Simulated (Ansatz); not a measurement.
**How Au stores the work of compression**

Computed with Ansatz 0.2.0, DFT PBEsol, scalar-relativistic, plane waves, PAW. Run with 420 eV cutoff, 16×16×10 k-mesh, Gaussian smearing of 0.10 eV, no spin polarisation.

Starting point, cell and atoms relaxed:

```
CELL_PARAMETERS angstrom
1.41002 -2.51700 0.00000
1.41002 2.51700 0.00000
0.00000 0.00000 4.80068
ATOMIC_POSITIONS crystal
Au 0.66386 0.33614 0.25000
Au 0.33614 0.66386 0.75000
```

Cell and atoms were relaxed at each target pressure within the start's symmetry (Cmcm), at zero temperature; other phases can be more stable under pressure. H = E + PV with P the target; E is the free energy at the smearing used, whose derivative the pressure is, per atom and counted from zero pressure. The mesh named is that at zero pressure; some other pressures ran on another.

Spin–orbit coupling is left out, which can shift energies with elements as heavy as these.

| P (GPa) | V (Å³/atom) | E − E0 (meV) | H − H0 (meV) |
| --- | --- | --- | --- |
| 0 | 17.038 | 0.0 | 0.0 |
| 3 | 16.757 | 2.6 | 316.4 |
| 8 | 16.348 | 16.4 | 832.7 |
| 15 | 15.868 | 50.5 | 1536.1 |
| 30 | 15.069 | 160.7 | 2982.4 |
| 60 | 13.975 | 459.6 | 5693.0 |

**Question.** Thermodynamics gives dH/dP = V along a relaxed path. Integrate V over P by the trapezoid rule and compare with the computed enthalpies.

**Answer.** With 1 eV/Å³ = 160.22 GPa, each step adds the mean volume times ΔP / 160.22:
| P (GPa) | ∫V dP (meV) | H − H0 (meV) | difference (meV) |
| --- | --- | --- | --- |
| 3 | 316.4 | 316.4 | 0.0 |
| 8 | 833.0 | 832.7 | 0.2 |
| 15 | 1536.7 | 1536.1 | 0.6 |
| 30 | 2985.0 | 2982.4 | 2.6 |
| 60 | 5704.1 | 5693.0 | 11.1 |

V(P) curves upward, so the trapezoid rule runs high; integrating a smooth curve through the same points puts that excess at about 9.9 meV at 60 GPa, against the 11.1 meV found.

**Question.** At 60 GPa, how much of the enthalpy change is stored energy and how much is the PV term?

**Answer.** E rises by 460 meV/atom and PV is 60 × 13.975 / 160.22 = 5233 meV/atom, so PV makes 92 % of ΔH. So between rival structures at high pressure a small difference in volume can outweigh the difference in energy: 1 % of this volume is worth 52.3 meV/atom at this pressure.

**Question.** What bulk modulus do the lowest pressures give?

**Answer.** From the pressures that the runs reached, -2.99 GPa (17.357 Å³) and 3.00 GPa (16.757 Å³), B = −ΔP/Δln V = 5.99 / 0.0352 = 170 GPa, a mean over that range.

This form isn't the element's structure at ambient conditions.